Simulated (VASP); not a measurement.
# In (Im-3m) in VASP: notebook, part 2 of 2

VASP 6.6.1.

## Step 3: Band structure, PW91+D4

This run uses another cell than the first one: it holds 2 atoms, not 1.

INCAR

```
SYSTEM = In
PREC = Accurate
ENCUT = 520
EDIFF = 1E-6
ISMEAR = -1
SIGMA = 0.02
LREAL = .FALSE.
LASPH = .TRUE.
NELM = 80
ALGO = Normal
ISIF = 2
LWAVE = .FALSE.
LCHARG = .FALSE.
GGA = 91
IVDW = 13
VDW_S6 = 1.0
VDW_S8 = 0.77283111
VDW_A1 = 0.39581542
VDW_A2 = 4.93405761
LMAXMIX = 4
```

In.cif

```cif
data_In
_cell_length_a 3.76505048
_cell_length_b 3.76505048
_cell_length_c 3.76505048
_cell_angle_alpha 90.00000000
_cell_angle_beta 90.00000000
_cell_angle_gamma 90.00000000
_space_group_name_H-M_alt 'Im-3m'
_space_group_name_Hall '-I 4 2 3'
_space_group_IT_number 229
loop_
_space_group_symop_operation_xyz
'x,y,z'
'-x,-y,-z'
'-y,x,z'
'y,-x,-z'
'-x,-y,z'
'x,y,-z'
'y,-x,z'
'-y,x,-z'
'x,-y,-z'
'-x,y,z'
'-y,-x,-z'
'y,x,z'
'-x,y,-z'
'x,-y,z'
'y,x,-z'
'-y,-x,z'
'z,x,y'
'-z,-x,-y'
'z,-y,x'
'-z,y,-x'
'z,-x,-y'
'-z,x,y'
'z,y,-x'
'-z,-y,x'
'-z,x,-y'
'z,-x,y'
'-z,-y,-x'
'z,y,x'
'-z,-x,y'
'z,x,-y'
'-z,y,x'
'z,-y,-x'
'y,z,x'
'-y,-z,-x'
'x,z,-y'
'-x,-z,y'
'-y,z,-x'
'y,-z,x'
'-x,z,y'
'x,-z,-y'
'-y,-z,x'
'y,z,-x'
'-x,-z,-y'
'x,z,y'
'y,-z,-x'
'-y,z,x'
'x,-z,y'
'-x,z,-y'
'x+1/2,y+1/2,z+1/2'
'-x+1/2,-y+1/2,-z+1/2'
'-y+1/2,x+1/2,z+1/2'
'y+1/2,-x+1/2,-z+1/2'
'-x+1/2,-y+1/2,z+1/2'
'x+1/2,y+1/2,-z+1/2'
'y+1/2,-x+1/2,z+1/2'
'-y+1/2,x+1/2,-z+1/2'
'x+1/2,-y+1/2,-z+1/2'
'-x+1/2,y+1/2,z+1/2'
'-y+1/2,-x+1/2,-z+1/2'
'y+1/2,x+1/2,z+1/2'
'-x+1/2,y+1/2,-z+1/2'
'x+1/2,-y+1/2,z+1/2'
'y+1/2,x+1/2,-z+1/2'
'-y+1/2,-x+1/2,z+1/2'
'z+1/2,x+1/2,y+1/2'
'-z+1/2,-x+1/2,-y+1/2'
'z+1/2,-y+1/2,x+1/2'
'-z+1/2,y+1/2,-x+1/2'
'z+1/2,-x+1/2,-y+1/2'
'-z+1/2,x+1/2,y+1/2'
'z+1/2,y+1/2,-x+1/2'
'-z+1/2,-y+1/2,x+1/2'
'-z+1/2,x+1/2,-y+1/2'
'z+1/2,-x+1/2,y+1/2'
'-z+1/2,-y+1/2,-x+1/2'
'z+1/2,y+1/2,x+1/2'
'-z+1/2,-x+1/2,y+1/2'
'z+1/2,x+1/2,-y+1/2'
'-z+1/2,y+1/2,x+1/2'
'z+1/2,-y+1/2,-x+1/2'
'y+1/2,z+1/2,x+1/2'
'-y+1/2,-z+1/2,-x+1/2'
'x+1/2,z+1/2,-y+1/2'
'-x+1/2,-z+1/2,y+1/2'
'-y+1/2,z+1/2,-x+1/2'
'y+1/2,-z+1/2,x+1/2'
'-x+1/2,z+1/2,y+1/2'
'x+1/2,-z+1/2,-y+1/2'
'-y+1/2,-z+1/2,x+1/2'
'y+1/2,z+1/2,-x+1/2'
'-x+1/2,-z+1/2,-y+1/2'
'x+1/2,z+1/2,y+1/2'
'y+1/2,-z+1/2,-x+1/2'
'-y+1/2,z+1/2,x+1/2'
'x+1/2,-z+1/2,y+1/2'
'-x+1/2,z+1/2,-y+1/2'
loop_
_atom_site_label
_atom_site_type_symbol
_atom_site_symmetry_multiplicity
_atom_site_Wyckoff_symbol
_atom_site_fract_x
_atom_site_fract_y
_atom_site_fract_z
_atom_site_occupancy
In1 In 2 a 0.0000000000 0.0000000000 0.0000000000 1
```

KPOINTS

```
Automatic mesh
0
G
  7 7 7
  0 0 0
```

POSCAR

```
In
 1.0000000000000000
     3.7650504800000002    0.0000000000000000    0.0000000000000000
     0.0000000000000000    3.7650504800000002    0.0000000000000000
     0.0000000000000000    0.0000000000000000    3.7650504800000002
 In 
   2
Cartesian
  0.0000000000000000  0.0000000000000000  0.0000000000000000
  1.8825252400000001  1.8825252400000001  1.8825252400000001
```

KPOINTS_OPT

```
path GXMGRX,MR
15
line-mode
reciprocal
 0.0000000000  0.0000000000  0.0000000000  G
 0.0000000000  0.5000000000  0.0000000000  X

 0.0000000000  0.5000000000  0.0000000000  X
 0.5000000000  0.5000000000  0.0000000000  M

 0.5000000000  0.5000000000  0.0000000000  M
 0.0000000000  0.0000000000  0.0000000000  G

 0.0000000000  0.0000000000  0.0000000000  G
 0.5000000000  0.5000000000  0.5000000000  R

 0.5000000000  0.5000000000  0.5000000000  R
 0.0000000000  0.5000000000  0.0000000000  X

 0.5000000000  0.5000000000  0.0000000000  M
 0.5000000000  0.5000000000  0.5000000000  R
```

Potentials or basis: VASP PAW PBE potentials, release 64 (In_d).

Run with:

```console
$ ase convert -i cif -o vasp In.cif POSCAR
$ cat potpaw_PBE.64/In_d/POTCAR > POTCAR
$ mpirun -np 1 vasp_std > vasp.out
```

OUTCAR:

```text
SYSTEM = In
   PREC = Accurate
   ENCUT = 520
   EDIFF = 1E-6
   ISMEAR = -1
   LREAL = .FALSE.
   LASPH = .TRUE.
   NELM = 80
   ISIF = 2
   GGA = 91
   IVDW = 13

 ion  position               nearest neighbor table
   1  0.000  0.000  0.000-   2 3.26   2 3.26   2 3.26   2 3.26   2 3.26   2 3.26   2 3.26   2 3.26

   2  0.500  0.500  0.500-   1 3.26   1 3.26   1 3.26   1 3.26   1 3.26   1 3.26   1 3.26   1 3.26

  LATTYP: Found a simple cubic cell.
 ALAT       =     3.7650504800

  Lattice vectors:

 A1 = (   3.7650504800,   0.0000000000,   0.0000000000)
 A2 = (   0.0000000000,   3.7650504800,   0.0000000000)
 A3 = (   0.0000000000,   0.0000000000,   3.7650504800)

Analysis of symmetry for initial positions (statically):
=====================================================================
 Subroutine PRICEL returns following result:

  LATTYP: Found a body centered cubic cell.
 ALAT       =     3.7650504800

  Lattice vectors:

 A1 = (   1.8825252400,   1.8825252400,  -1.8825252400)
 A2 = (  -1.8825252400,   1.8825252400,   1.8825252400)
 A3 = (   1.8825252400,  -1.8825252400,   1.8825252400)

   2 primitive cells build up your supercell.

 Routine SETGRP: Setting up the symmetry group for a
 simple cubic supercell.

 Subroutine GETGRP returns: Found 48 space group operations
 (whereof 48 operations were pure point group operations)
 out of a pool of 48 trial point group operations.

The static configuration has the point symmetry O_h .

Analysis of symmetry for dynamics (positions and initial velocities):
=====================================================================
 Subroutine PRICEL returns following result:

  LATTYP: Found a body centered cubic cell.
 ALAT       =     3.7650504800

  Lattice vectors:

 A1 = (   1.8825252400,   1.8825252400,  -1.8825252400)
 A2 = (  -1.8825252400,   1.8825252400,   1.8825252400)
 A3 = (   1.8825252400,  -1.8825252400,   1.8825252400)

   2 primitive cells build up your supercell.

 Routine SETGRP: Setting up the symmetry group for a
 simple cubic supercell.

 Subroutine GETGRP returns: Found 48 space group operations
 (whereof 48 operations were pure point group operations)
 out of a pool of 48 trial point group operations.

The dynamic configuration has the point symmetry O_h .

 Subroutine INISYM returns: Found 48 space group operations
 (whereof 48 operations are pure point group operations),
 and found     2 'primitive' translations

----------------------------------------------------------------------------------------

                                     Primitive cell

  volume of cell :      26.6859

  direct lattice vectors                    reciprocal lattice vectors
     1.882525240  1.882525240 -1.882525240     0.265600689  0.265600689  0.000000000
    -1.882525240  1.882525240  1.882525240    -0.000000000  0.265600689  0.265600689
     1.882525240 -1.882525240  1.882525240     0.265600689  0.000000000  0.265600689

  length of vectors
     3.260629362  3.260629362  3.260629362     0.375616096  0.375616096  0.375616096

  position of ions in fractional coordinates (direct lattice)
     0.000000000  0.000000000  0.000000000

  ion indices of the primitive-cell ions
   primitive index   ion index
                 1           1

----------------------------------------------------------------------------------------

 KPOINTS: Automatic mesh

Automatic generation of k-mesh.
 Grid dimensions read from file:
 generate k-points for:    7    7    7

 Generating k-lattice:

  Cartesian coordinates                     Fractional coordinates (reciprocal lattice)
     0.037942956  0.000000000  0.000000000     0.142857143  0.000000000  0.000000000
     0.000000000  0.037942956  0.000000000     0.000000000  0.142857143  0.000000000
     0.000000000  0.000000000  0.037942956     0.000000000  0.000000000  0.142857143

  Length of vectors
     0.037942956  0.037942956  0.037942956

  Shift w.r.t. Gamma in fractional coordinates (k-lattice)
     0.000000000  0.000000000  0.000000000

 Subroutine IBZKPT returns following result:
 ===========================================

 Found     20 irreducible k-points:

 Following reciprocal coordinates:
            Coordinates               Weight
  0.000000  0.000000  0.000000      1.000000
  0.142857  0.000000  0.000000      6.000000
  0.285714  0.000000  0.000000      6.000000
  0.428571  0.000000  0.000000      6.000000
  0.142857  0.142857  0.000000     12.000000
  0.285714  0.142857  0.000000     24.000000
[... 12 lines left out ...]
  0.428571  0.428571  0.285714     24.000000
  0.428571  0.428571  0.428571      8.000000
   k-points           NKPTS =     20   k-points in BZ     NKDIM =     20   number of bands    NBANDS=     17
   number of dos      NEDOS =    301   number of ions     NIONS =      2
   total plane-waves  NPLWV =  21952
   dimension x,y,z NGX =    28 NGY =   28 NGZ =   28
   dimension x,y,z NGXF=    56 NGYF=   56 NGZF=   56
   ions per type =               2
   NGX,Y,Z   is equivalent  to a cutoff of  12.36, 12.36, 12.36 a.u.
   NGXF,Y,Z  is equivalent  to a cutoff of  24.73, 24.73, 24.73 a.u.
 SYSTEM =  In
   PREC   = accura    normal or accurate (medium, high low for compatibility)
   ISTART =      0    job   : 0-new  1-cont  2-samecut
   ICHARG =      2    charge: 1-file 2-atom 10-const
   ISPIN  =      1    spin polarized calculation?
   LNONCOLLINEAR =      F non collinear calculations
   LSORBIT =      F    spin-orbit coupling
   LASPH  =      T    aspherical Exc in radial PAW
   ENCUT  =  520.0 eV  38.22 Ry    6.18 a.u.   7.00  7.00  7.00*2*pi/ulx,y,z
   NELM   =     80;   NELMIN=  2; NELMDL= -5     # of ELM steps
   EDIFF  = 0.1E-05   stopping-criterion for ELM
   LREAL  =      F    real-space projection
[... 7 lines left out ...]
   TEBEG  =    0.0;   TEEND  =   0.0 temperature during run
   PSTRESS=    0.0 pullay stress
   NELECT =      26.0000    total number of electrons
   NUPDOWN=      -1.0000    fix difference up-down
   EMIN   =  10.00;   EMAX   =-10.00  energy-range for DOS
   EFERMI =   0.00;   METHOD = LEGACY
   ISMEAR =    -1;   SIGMA  =   0.02  broadening in eV -4-tet -1-fermi 0-gaus
   EFERMI_NEDOS =   21; number of points for ismear=-14 and -15
   IALGO  =     38    algorithm
   IMIX   =      4    mixing-type and parameters
     AMIX     =   0.40;   BMIX     =  1.00
     AMIX_MAG =   1.60;   BMIX_MAG =  1.00
  volume/ion in A,a.u.               =      26.69       180.09
  Fermi-wavevector in a.u.,A,eV,Ry     =   1.288136  2.434225 22.576080  1.659295
  Thomas-Fermi vector in A             =   2.420108
   LORBIT       =      0    0 simple, 1 ext, 2 COOP (PROOUT), +10 PAW based schemes
   GGA     = 91    functional components
   LHFCALC =     F    Hartree Fock is set to
   AEXX    =    0.0000 exact exchange contribution
   IVDW    =    13    specifies the selected vdW correction
   LEPSILON=     F    determine dielectric tensor
   LRPA    =     F    only Hartree local field effects (RPA)
 non-spin polarized calculation
  energy-cutoff  :      520.00
  volume of cell :       53.37
 maximum number of plane-waves:      1449
   NGX = 15   NGY = 15   NGZ = 15

 number of electron      25.9999994 magnetization

 Free energy of the ion-electron system (eV)
  ---------------------------------------------------
  ext. energy  EPLUGINS =         0.00000000
  ---------------------------------------------------
  free energy    TOTEN  =        -5.14273782 eV

  energy without entropy =       -5.13952319  energy(sigma->0) =       -5.14113051

 E-fermi :   7.3593     XC(G=0): -10.1967

 val. band max:        7.2516682425   @ k =   0.2857   0.1429   0.1429
 cond. band min:       7.3648513484   @ k =   0.2857   0.1429   0.0000
 fundamental gap:      0.1131831060
 Fermi energy:         7.3593070060

 k-point     1 :       0.0000    0.0000    0.0000
  band No.  band energies     occupation
      1      -7.5078      2.00000
      2      -7.5078      2.00000
      3      -7.4081      2.00000
      4      -7.4081      2.00000
      5      -7.4081      2.00000
      6      -7.1423      2.00000
[... 9 lines left out ...]
     16      12.5663      0.00000
     17      12.5663      0.00000
[... 361 lines left out ...]
 k-point    20 :       0.4286    0.4286    0.4286
  band No.  band energies     occupation
      1      -7.4174      2.00000
      2      -7.3701      2.00000
      3      -7.3701      2.00000
      4      -7.2624      2.00000
      5      -7.2624      2.00000
      6      -7.2014      2.00000
[... 9 lines left out ...]
     16       8.4450      0.00000
     17       8.4450      0.00000

------------------------ aborting loop because EDIFF is reached ----------------------------------------

  DFT-D4 for vdW energy calculation

  Edisp (eV):   -0.55945

  FORCE on cell =-STRESS in cart. coord.  units (eV):
  Direction    XX          YY          ZZ          XY          YZ          ZX
  --------------------------------------------------------------------------------------
  -------------------------------------------------------------------------------------
  Total      -0.07019    -0.07019    -0.07019    -0.00000    -0.00000     0.00000
  in kB      -2.10703    -2.10703    -2.10703    -0.00000    -0.00000     0.00000
  external pressure =       -2.11 kB  Pullay stress =        0.00 kB

 VOLUME and BASIS-vectors are now :
 -----------------------------------------------------------------------------
  energy-cutoff  :      520.00
  volume of cell :       53.37
      direct lattice vectors                 reciprocal lattice vectors
     3.765050480  0.000000000  0.000000000     0.265600689  0.000000000  0.000000000
     0.000000000  3.765050480  0.000000000     0.000000000  0.265600689  0.000000000
     0.000000000  0.000000000  3.765050480     0.000000000  0.000000000  0.265600689

 POSITION                                       TOTAL-FORCE (eV/Angst)
 -----------------------------------------------------------------------------------
      0.00000      0.00000      0.00000         0.000000      0.000000      0.000000
      1.88253      1.88253      1.88253        -0.000000     -0.000000     -0.000000
 -----------------------------------------------------------------------------------
    total drift:                                0.000000      0.000000      0.000000

  FREE ENERGIE OF THE ION-ELECTRON SYSTEM (eV)
  ---------------------------------------------------
  free  energy   TOTEN  =        -5.7021899802 eV

  energy  without entropy=       -5.6989753527  energy(sigma->0) =       -5.70058267
```

It took 40 s on 1 thread of Intel Xeon Platinum 8488C (Sapphire Rapids), shared host; peak memory 0.16 GiB.

What came out:

```
Free energy                : -5.7022 eV
Pressure                   : -0.2 GPa
Band gap along the path    : none (metal or under the smearing width)
Dispersion energy per atom : -0.280 eV
```

Levels at the corners of the path, in eV from the Fermi level:
```tsv
point	band 11	band 12	band 13	band 14	band 15	band 16
Γ	-9.50	0.77	1.15	1.15	1.15	5.21
X	-6.61	-6.61	4.41	4.41	4.41	4.41
X	-6.61	-6.61	4.41	4.41	4.41	4.41
M	-4.03	-4.03	-3.19	-3.19	5.70	5.70
M	-4.03	-4.03	-3.19	-3.19	5.70	5.70
Γ	-9.50	0.77	1.15	1.15	1.15	5.21
Γ	-9.50	0.77	1.15	1.15	1.15	5.21
R	-2.47	-2.47	0.05	0.05	0.05	0.05
R	-2.47	-2.47	0.05	0.05	0.05	0.05
X	-6.61	-6.61	4.41	4.41	4.41	4.41
M	-4.03	-4.03	-3.19	-3.19	5.70	5.70
R	-2.47	-2.47	0.05	0.05	0.05	0.05
```

Caveat: the PAW data sets were made with another functional, which shifts forces and pressure a little; spin-orbit coupling is left out, which moves the levels of the heavy elements; pairwise dispersion overbinds metals, which lowers pressure and volume.

## Step 4: Density of states, PBEsol+D3(BJ)

run.py

```python
from ase.calculators.vasp import Vasp
from ase.dft.dos import DOS
from ase.spacegroup import crystal

atoms = crystal(
    ['In'],
    basis=[[0.0, 0.0, 0.0]],
    spacegroup=229,
    setting=1,
    cellpar=[3.76505048, 3.76505048, 3.76505048, 90.0, 90.0, 90.0],
    primitive_cell=True,
)
calc = Vasp(
    directory='calc',
    xc='pbesol',
    pp='PBE',
    setups='minimal',
    pp_version='54',
    prec='Accurate',
    encut=500,
    ediff=1e-06,
    ismear=1,
    sigma=0.1,
    lreal=False,
    lasph=True,
    nelm=80,
    algo='Normal',
    isif=2,
    lwave=False,
    lcharg=False,
    ivdw=12,
    lorbit=10,
    kpts=[10, 10, 10],
    gamma=True,
)
atoms.calc = calc

print('energy (eV):', atoms.get_potential_energy())
print('free energy (eV):', atoms.get_potential_energy(force_consistent=True))
print('forces (eV/A):')
print(atoms.get_forces())
print('stress (eV/A^3, Voigt):', atoms.get_stress())
print('Fermi level (eV):', calc.get_fermi_level())
dos = DOS(calc, width=0.1, window=(-10, 10), npts=301)
print('E - E_F (eV), DOS (1/eV)')
for e, g in zip(dos.get_energies(), dos.get_dos()):
    print(f'{e:8.3f} {g:10.4f}')
```

Potentials or basis: VASP PAW PBE potentials, release 54 (In).

Run with:

```console
$ python run.py
```

Run time: 8.2 s. Hardware: 1 thread of Intel Xeon Platinum 8488C (Sapphire Rapids), shared host; peak memory 0.15 GiB.

The run converged. Its results:

| Item | Value |
| --- | --- |
| Free energy | -3.3114 eV |
| Pressure | -3.3 GPa |
| Band gap on the k mesh | none (metal or under the smearing width) |
| Valence electrons inside the program's atomic spheres | In 2.38 |
| Dispersion energy per atom | -0.351 eV |

Levels at points of the mesh, in eV from the Fermi level:
```csv
k point,band 1,band 2,band 3,band 4,band 5
"(0.00, 0.00, 0.00)",-9.35,10.99,10.99,10.99,13.04
"(0.50, 0.00, 0.00)",-3.90,-3.06,5.91,7.32,9.69
"(0.50, 0.50, 0.50)",1.00,1.32,1.32,1.32,5.29
```

States per cell in windows of 1 eV (zero at the Fermi level; states under -8 eV left out):
```tsv
from (eV)	total	In1_p	In1_s	In1_d
-8.0	0.21	0.03	0.14	0.00
-7.0	0.29	0.05	0.17	0.00
-6.0	0.29	0.06	0.17	0.01
-5.0	0.39	0.09	0.22	0.01
-4.0	0.47	0.08	0.29	0.02
-3.0	0.31	0.12	0.12	0.01
-2.0	0.38	0.19	0.08	0.02
-1.0	0.50	0.27	0.09	0.03
0.0	0.42	0.23	0.07	0.03
1.0	0.64	0.37	0.06	0.06
2.0	0.53	0.30	0.06	0.06
3.0	0.70	0.39	0.05	0.10
4.0	0.49	0.26	0.04	0.08
5.0	0.51	0.26	0.04	0.10
6.0	0.86	0.42	0.03	0.19
7.0	0.67	0.36	0.02	0.12
```

Caveat: the PAW data sets were made with another functional, which shifts forces and pressure a little; pairwise dispersion overbinds metals, which lowers pressure and volume.

## Step 5: The reference run

An earlier run on the cell as given: functional PBEsol; potentials or basis VASP PAW PBE potentials, release 64 (In_d); cutoff 520 eV; k mesh 10 × 10 × 10; occupations fermi-dirac, width 0.05 eV; no spin polarisation.

* Pressure: -1.4 GPa
* Band gap on the k mesh: none (metal or under the smearing width)

## Step 6: Summary

```tsv
task	level	potentials or basis	spin	k mesh	cutoff (eV)	smearing	grid for exact exchange (PRECFOCK)	exchange at q = 0	ladder	other keys	mesh quality	gap on the mesh (eV)	pressure (GPa)
density of states	PBE0+D3(BJ)	VASP PAW PBE potentials, release 64 (In_d)	SOC, no magnetisation	5 × 5 × 5	520	tetrahedron	Fast	truncated	-	-	coarse	-	-1.8
band structure	PW91+D4	VASP PAW PBE potentials, release 64 (In_d)	off	7 × 7 × 7	520	fermi-dirac 0.02 eV	-	-	-	LMAXMIX = 4	not flagged	-	-0.2
density of states	PBEsol+D3(BJ)	VASP PAW PBE potentials, release 54 (In)	off	10 × 10 × 10	500	methfessel-paxton 0.1 eV	-	-	-	-	not flagged	none	-3.3
single point	PBEsol	VASP PAW PBE potentials, release 64 (In_d)	off	10 × 10 × 10	520	fermi-dirac 0.05 eV	-	-	free	-	not flagged	none	-1.4
```

Alike in all rows: cell as given.

Caveats: some runs use coarse meshes; the PAW data sets were made with another functional, which shifts forces and pressure a little; pairwise dispersion overbinds metals, which lowers pressure and volume (some runs); spin-orbit coupling is left out, which moves the levels of the heavy elements (some runs).

Absolute energies hang on the potentials; compare differences alone.
